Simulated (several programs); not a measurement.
# Many methods on one cell: Li2Se (Fm-3m)

A 3-atom cell of Li2Se started from a crystallographic database, relaxed with r2SCAN in Ansatz, was computed with several methods. It is cubic, Fm-3m (No. 225); conventional cell a = 5.987 Å, 17.88 Å³ an atom. Li is surrounded by 4 Se at 2.59 Å; Se is surrounded by 8 Li at 2.59 Å. The values are computed, spin-unpolarised, and not measurements.

```
CELL_PARAMETERS angstrom
0.00000 2.99346 2.99346
2.99346 0.00000 2.99346
2.99346 2.99346 0.00000
ATOMIC_POSITIONS crystal
Li 0.25000 0.25000 0.25000
Li 0.75000 0.75000 0.75000
Se 0.00000 0.00000 0.00000
```

Gaps and times are for a single point on this cell; volume and bulk modulus come from each method's own relaxation or energy curve at fixed shape. Times are rough, from shared hosts (Arm Neoverse V1; Arm Neoverse V2; NVIDIA H100 80GB HBM3), and each method has its own mesh and cell size. A dagger marks a closed or tiny gap in a crystal that DFT finds insulating: a failure of the method or a wrong SCF state. A star marks a curve whose lowest point is an end point. PM6 (MOPAC), PM7 (MOPAC), GFN1-xTB (tblite), GFN2-xTB (tblite) treat a cluster of cells at its zone centre, which samples few k points: where these miss a band edge, the gap comes out too large for that reason alone. Gaps from k meshes are read at a limited set of points (mesh, symmetry points, PBE's band edges), so each method's own least gap may be somewhat smaller. xTB and the PM methods were fitted mostly to molecules, and can miss a solid's gap by electronvolts. Minimal bases can be far off for gaps. PBE/DZVP lies far from plane-wave PBE here, an effect of basis or sampling. Times of the plane-wave ladder aren't listed, since it ran on unlike processors and cards. GLLB-SC's gap includes the derivative discontinuity. G0W0 is at finite bands, cutoff and mesh. d marks a direct gap, i an indirect one (no mark: not told apart), a dash a value that wasn't computed or didn't pass its checks.

```
                               method              kind  gap (eV)  own volume (Å³/atom)  bulk modulus (GPa)  atoms computed  processor time
                               PBEsol         semilocal         –                 17.51                   –               3               –
 light PBE (260 eV and a coarse mesh)  light plane-wave    2.98 i                     –                   –               3          0.77 s
                                  PBE         semilocal    2.97 i                 18.05                  34               3               –
                                  LDA         semilocal    2.81 i                 16.66                   –               3               –
                          PM6 (MOPAC)    semi-empirical      4.27                     –                   –         cluster           3.2 s
               PBE/single zeta (GPAW)       small basis    2.81 d                     –                   –               3           3.9 s
                          PM7 (MOPAC)    semi-empirical      2.18                     –                   –         cluster           4.2 s
                               r2SCAN         semilocal    3.48 i                 17.88                  35               3               –
                    GFN1-xTB (tblite)     tight binding     0.03†                 18.24                  36         cluster           6.3 s
                       GLLB-SC (GPAW)   model potential      5.29                     –                   –               3           7.2 s
                    GFN2-xTB (tblite)     tight binding      2.88                     –                   –         cluster            10 s
                              PBE+SOC         semilocal    2.85 i                     –                   –               3               –
                       PBE/SZV (CP2K)       small basis    2.78 d                19.87*                 31*               3            15 s
   G0W0@LDA (140 eV screening cutoff)         many-body      4.33                     –                   –               3               –
                      PBE/DZVP (CP2K)       small basis    3.41 d                 18.28                  34               3            34 s
 G0W0@HSE06 (180 eV screening cutoff)         many-body      4.91                     –                   –               3               –
   G0W0@PBE (260 eV screening cutoff)         many-body      4.56                     –                   –               3               –
G0W0@r2SCAN (180 eV screening cutoff)         many-body      4.76                     –                   –               3               –
  G0W0@PBE0 (180 eV screening cutoff)         many-body      5.11                     –                   –               3               –
                                 PBE0            hybrid    4.48 i                     –                   –               3               –
                                HSE06            hybrid    3.82 i                 17.76                   –               3               –
                             DDH-PBE0            hybrid    4.36 i                     –                   –               3               –
                              r2SCANh            hybrid    4.00 i                     –                   –               3               –
                              r2SCAN0            hybrid    4.78 i                     –                   –               3               –
                            HSE06+SOC            hybrid    3.68 i                     –                   –               3               –
```

Against HSE06 (3.82 eV) and with closed or daggered gaps left aside, the nearest gap at the points sampled is that of HSE06+SOC (-0.14 eV) and the farthest that of PM7 (MOPAC) (-1.64 eV). HSE06 is only a yardstick of convenience, and nearness to it can be luck.

Volumes against r2SCAN's: PBEsol -2.1 %, PBE +0.9 %, LDA -6.8 %, GFN1-xTB (tblite) +2.0 %, PBE/DZVP (CP2K) +2.2 %, HSE06 -0.7 %.

Only the rows marked +SOC include spin-orbit coupling.
